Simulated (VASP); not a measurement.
# Al (Im-3m) in VASP: a series of runs

Runs on Al. Level: PBE. Tasks: single point.

Everything below comes from runs of VASP 6.6.1. Logs are shortened: lines on timing, memory, paths and dates and some standing lists are left out, and cuts for length are marked.

## (1) The structure

The structure is cubic, space group Im-3m (No. 229). Conventional cell: a = 3.214 Å, b = 3.214 Å, c = 3.214 Å, α = 90.00°, β = 90.00°, γ = 90.00°. Around Al (site symmetry m-3m) lie 8 Al at 2.78 Å.

The cell was built by a generator and needn't be a form met in nature.

## (2) Single point, PBE

INCAR

```
SYSTEM = Al
PREC = Accurate
ENCUT = 520
EDIFF = 1E-6
ISMEAR = 0
SIGMA = 0.05
LREAL = .False.
LASPH = .True.
NELM = 100
ALGO = Normal
ISIF = 2
LWAVE = .False.
LCHARG = .True.
GGA = PE
LELF = .True.
LVHAR = .True.
NBANDS = 8
```

KPOINTS

```
regular mesh
0
Gamma
  18 18 18
  0 0 0
```

POSCAR

```
Al
1.0
   -1.6072425570      1.6072425570      1.6072425570
    1.6072425570     -1.6072425570      1.6072425570
    1.6072425570      1.6072425570     -1.6072425570
Al
1
Direct
    0.0000000000      0.0000000000      0.0000000000
```

Potentials or basis: VASP PAW PBE potentials, release 64 (Al).

On the command line:

```
> cat potpaw_PBE.64/Al/POTCAR > POTCAR
> mpirun -np 1 vasp_std > vasp.out
```

OUTCAR:

```text
SYSTEM = Al
   PREC = Accurate
   ENCUT = 520
   EDIFF = 1E-6
   ISMEAR = 0
   LREAL = .False.
   LASPH = .True.
   NELM = 100
   ISIF = 2
   GGA = PE

 ion  position               nearest neighbor table
   1  0.000  0.000  0.000-

  LATTYP: Found a body centered cubic cell.
 ALAT       =     3.2144851140

  Lattice vectors:

 A1 = (  -1.6072425570,   1.6072425570,   1.6072425570)
 A2 = (   1.6072425570,  -1.6072425570,   1.6072425570)
 A3 = (   1.6072425570,   1.6072425570,  -1.6072425570)

Analysis of symmetry for initial positions (statically):
=====================================================================
 Subroutine PRICEL returns:
 Original cell was already a primitive cell.

 Routine SETGRP: Setting up the symmetry group for a
 body centered cubic supercell.

 Subroutine GETGRP returns: Found 48 space group operations
 (whereof 48 operations were pure point group operations)
 out of a pool of 48 trial point group operations.

The static configuration has the point symmetry O_h .

Analysis of symmetry for dynamics (positions and initial velocities):
=====================================================================
 Subroutine PRICEL returns:
 Original cell was already a primitive cell.

 Routine SETGRP: Setting up the symmetry group for a
 body centered cubic supercell.

 Subroutine GETGRP returns: Found 48 space group operations
 (whereof 48 operations were pure point group operations)
 out of a pool of 48 trial point group operations.

The dynamic configuration has the point symmetry O_h .

 Subroutine INISYM returns: Found 48 space group operations
 (whereof 48 operations are pure point group operations),
 and found     1 'primitive' translations

----------------------------------------------------------------------------------------

                                     Primitive cell

  volume of cell :      16.6075

  direct lattice vectors                    reciprocal lattice vectors
    -1.607242557  1.607242557  1.607242557     0.000000000  0.311091812  0.311091812
     1.607242557 -1.607242557  1.607242557     0.311091812  0.000000000  0.311091812
     1.607242557  1.607242557 -1.607242557     0.311091812  0.311091812  0.000000000

  length of vectors
     2.783825769  2.783825769  2.783825769     0.439950260  0.439950260  0.439950260

  position of ions in fractional coordinates (direct lattice)
     0.000000000  0.000000000  0.000000000

  ion indices of the primitive-cell ions
   primitive index   ion index
                 1           1

----------------------------------------------------------------------------------------

 KPOINTS: regular mesh

Automatic generation of k-mesh.
 Grid dimensions read from file:
 generate k-points for:   18   18   18

 Generating k-lattice:

  Cartesian coordinates                     Fractional coordinates (reciprocal lattice)
     0.000000000  0.017282878  0.017282878     0.055555556  0.000000000  0.000000000
     0.017282878  0.000000000  0.017282878     0.000000000  0.055555556  0.000000000
     0.017282878  0.017282878  0.000000000     0.000000000  0.000000000  0.055555556

  Length of vectors
     0.024441681  0.024441681  0.024441681

  Shift w.r.t. Gamma in fractional coordinates (k-lattice)
     0.000000000  0.000000000  0.000000000

 Subroutine IBZKPT returns following result:
 ===========================================

 Found    195 irreducible k-points:

 Following reciprocal coordinates:
            Coordinates               Weight
  0.000000  0.000000  0.000000      1.000000
  0.055556  0.000000  0.000000     12.000000
  0.111111  0.000000  0.000000     12.000000
  0.166667  0.000000  0.000000     12.000000
  0.222222  0.000000  0.000000     12.000000
  0.277778  0.000000  0.000000     12.000000
[... 16 lines left out ...]
  0.333333  0.111111  0.000000     48.000000
  0.388889  0.111111  0.000000     48.000000
 [... further k-points ...]
   k-points           NKPTS =    195   k-points in BZ     NKDIM =    195   number of bands    NBANDS=      8
   number of dos      NEDOS =    301   number of ions     NIONS =      1
   total plane-waves  NPLWV =  13824
   dimension x,y,z NGX =    24 NGY =   24 NGZ =   24
   dimension x,y,z NGXF=    48 NGYF=   48 NGZF=   48
   ions per type =               1
   NGX,Y,Z   is equivalent  to a cutoff of  14.33, 14.33, 14.33 a.u.
   NGXF,Y,Z  is equivalent  to a cutoff of  28.66, 28.66, 28.66 a.u.
 SYSTEM =  Al
   PREC   = accura    normal or accurate (medium, high low for compatibility)
   ISTART =      0    job   : 0-new  1-cont  2-samecut
   ICHARG =      2    charge: 1-file 2-atom 10-const
   ISPIN  =      1    spin polarized calculation?
   LNONCOLLINEAR =      F non collinear calculations
   LSORBIT =      F    spin-orbit coupling
   LASPH  =      T    aspherical Exc in radial PAW
   ENCUT  =  520.0 eV  38.22 Ry    6.18 a.u.   5.18  5.18  5.18*2*pi/ulx,y,z
   NELM   =    100;   NELMIN=  2; NELMDL= -5     # of ELM steps
   EDIFF  = 0.1E-05   stopping-criterion for ELM
   LREAL  =      F    real-space projection
   EDIFFG = 0.1E-04   stopping-criterion for IOM
   NSW    =      0    number of steps for IOM
   IBRION =     -1    ionic relax: 0-MD 1-quasi-New 2-CG
   NFREE  =      0    steps in history (QN), initial steepest desc. (CG)
   ISIF   =      2    stress and relaxation
   ISYM   =      2    0-nonsym 1-usesym 2-fastsym
   POTIM  = 0.5000    time-step for ionic-motion
   TEBEG  =    0.0;   TEEND  =   0.0 temperature during run
   PSTRESS=    0.0 pullay stress
   NELECT =       3.0000    total number of electrons
   NUPDOWN=      -1.0000    fix difference up-down
   EMIN   =  10.00;   EMAX   =-10.00  energy-range for DOS
   EFERMI =   0.00;   METHOD = LEGACY
   ISMEAR =     0;   SIGMA  =   0.05  broadening in eV -4-tet -1-fermi 0-gaus
   EFERMI_NEDOS =   21; number of points for ismear=-14 and -15
   IALGO  =     38    algorithm
   IMIX   =      4    mixing-type and parameters
     AMIX     =   0.40;   BMIX     =  1.00
     AMIX_MAG =   1.60;   BMIX_MAG =  1.00
  volume/ion in A,a.u.               =      16.61       112.07
  Fermi-wavevector in a.u.,A,eV,Ry     =   0.925438  1.748824 11.652503  0.856435
  Thomas-Fermi vector in A             =   2.051292
   LORBIT       =      0    0 simple, 1 ext, 2 COOP (PROOUT), +10 PAW based schemes
   GGA     = PE    functional components
   LHFCALC =     F    Hartree Fock is set to
   AEXX    =    0.0000 exact exchange contribution
   IVDW    =     0    specifies the selected vdW correction
   LEPSILON=     F    determine dielectric tensor
   LRPA    =     F    only Hartree local field effects (RPA)
 non-spin polarized calculation
 Gauss-broadening in eV      SIGMA  =   0.05
  energy-cutoff  :      520.00
  volume of cell :       16.61
 maximum number of plane-waves:       468
 NGX is ok and might be reduce to    24
   NGX = 11   NGY = 11   NGZ = 11

 number of electron       3.0000000 magnetization

 Free energy of the ion-electron system (eV)
  ---------------------------------------------------
  ext. energy  EPLUGINS =         0.00000000
  ---------------------------------------------------
  free energy    TOTEN  =        -3.65079147 eV

  energy without entropy =       -3.65034415  energy(sigma->0) =       -3.65056781

 E-fermi :   7.9457     XC(G=0): -10.1775

 val. band max:        7.8990110143   @ k =  -0.3889  -0.4444   0.2222
 cond. band min:       7.9488995085   @ k =   0.2778   0.1667   0.0556
 fundamental gap:      0.0498884943
 Fermi energy:         7.9456669811

 k-point     1 :       0.0000    0.0000    0.0000
  band No.  band energies     occupation
      1      -3.1520      2.00000
      2      21.1640      0.00000
      3      21.1640      0.00000
      4      21.1640      0.00000
      5      22.5421      0.00000
      6      22.5421      0.00000
      7      22.5421      0.00000
      8      24.2037      0.00000

 k-point     2 :       0.0556    0.0000    0.0000
  band No.  band energies     occupation
      1      -3.0636      2.00000
      2      19.9901      0.00000
      3      20.4570      0.00000
      4      20.7943      0.00000
      5      22.1743      0.00000
      6      23.0396      0.00000
      7      23.3965      0.00000
      8      23.4143      0.00000

 k-point     3 :       0.1111    0.0000    0.0000
  band No.  band energies     occupation
      1      -2.7985      2.00000
      2      17.8667      0.00000
      3      19.4621      0.00000
      4      19.9787      0.00000
      5      21.3780      0.00000
      6      22.4761      0.00000
      7      23.7383      0.00000
      8      24.3614      0.00000

 k-point     4 :       0.1667    0.0000    0.0000
  band No.  band energies     occupation
      1      -2.3578      2.00000
      2      15.5725      0.00000
      3      18.5623      0.00000
      4      19.0735      0.00000
      5      20.5182      0.00000
      6      21.7203      0.00000
      7      24.4111      0.00000
      8      24.6830      0.00000

 k-point     5 :       0.2222    0.0000    0.0000
  band No.  band energies     occupation
      1      -1.7430      2.00000
      2      13.3128      0.00000
      3      17.7941      0.00000
      4      18.2319      0.00000
      5      19.7338      0.00000
      6      21.0437      0.00000
      7      25.1539      0.00000
      8      25.1661      0.00000
[... 177 lines left out ...]
 k-point    22 :       0.2778    0.1111    0.0000
  band No.  band energies     occupation
      1       0.2587      2.00000
      2       9.3563      0.00000
      3      13.6885      0.00000
      4      16.5289      0.00000
      5      19.9738      0.00000
      6      22.3485      0.00000
      7      24.7688      0.00000
      8      28.6557      0.00000

 k-point    23 :       0.3333    0.1111    0.0000
  band No.  band energies     occupation
      1       1.3773      2.00000
      2       7.4679      2.00000
      3      13.2897      0.00000
      4      16.1540      0.00000
      5      19.5953      0.00000
      6      22.1778      0.00000
      7      25.5578      0.00000
      8      29.2983      0.00000

 k-point    24 :       0.3889    0.1111    0.0000
  band No.  band energies     occupation
      1       2.6532      2.00000
      2       5.7285      2.00000
      3      13.0498      0.00000
      4      15.9277      0.00000
      5      19.3651      0.00000
      6      22.0358      0.00000
      7      26.5250      0.00000
      8      28.9409      0.00000

 [... further k-points ...]

------------------------ aborting loop because EDIFF is reached ----------------------------------------

  FORCE on cell =-STRESS in cart. coord.  units (eV):
  Direction    XX          YY          ZZ          XY          YZ          ZX
  --------------------------------------------------------------------------------------
  -------------------------------------------------------------------------------------
  Total        0.1505332      0.1505332      0.1505332      0.0000000      0.0000000      0.0000000
  in kB       14.5224029     14.5224029     14.5224029      0.0000000      0.0000000      0.0000000
  external PRESSURE =      14.5224029 kB  Pullay stress =       0.0000000 kB

 VOLUME and BASIS-vectors are now :
 -----------------------------------------------------------------------------
  energy-cutoff  :      520.00
  volume of cell :       16.61
      direct lattice vectors                 reciprocal lattice vectors
    -1.607242557  1.607242557  1.607242557     0.000000000  0.311091812  0.311091812
     1.607242557 -1.607242557  1.607242557     0.311091812  0.000000000  0.311091812
     1.607242557  1.607242557 -1.607242557     0.311091812  0.311091812  0.000000000

 POSITION                                       TOTAL-FORCE (eV/Angst)
 -----------------------------------------------------------------------------------
      0.00000      0.00000      0.00000        -0.000000     -0.000000      0.000000
 -----------------------------------------------------------------------------------
    total drift:                                0.000000      0.000000      0.000000

  FREE ENERGIE OF THE ION-ELECTRON SYSTEM (eV)
  ---------------------------------------------------
  free  energy   TOTEN  =        -3.6507914687 eV

  energy  without entropy=       -3.6503441502  energy(sigma->0) =       -3.65056781
```

Wall time 13 s (1 thread of Intel Xeon Platinum 8488C (Sapphire Rapids), shared host); peak memory 0.14 GiB.

Results:

```yaml
Free_energy: -3.6508 eV
Pressure: 1.5 GPa
Band_gap_on_the_k_mesh: none (metal or under the smearing width)
```

Levels at points of the mesh, in eV from the Fermi level:
```csv
k point,band 1,band 2,band 3,band 4
"(0.00, 0.00, 0.00)",-11.10,13.22,13.22,13.22
"(0.50, 0.00, 0.00)",-4.31,-3.86,8.10,8.25
"(0.50, 0.50, 0.50)",1.85,1.85,1.85,2.99
```

(Continued in part 2 of 2.)
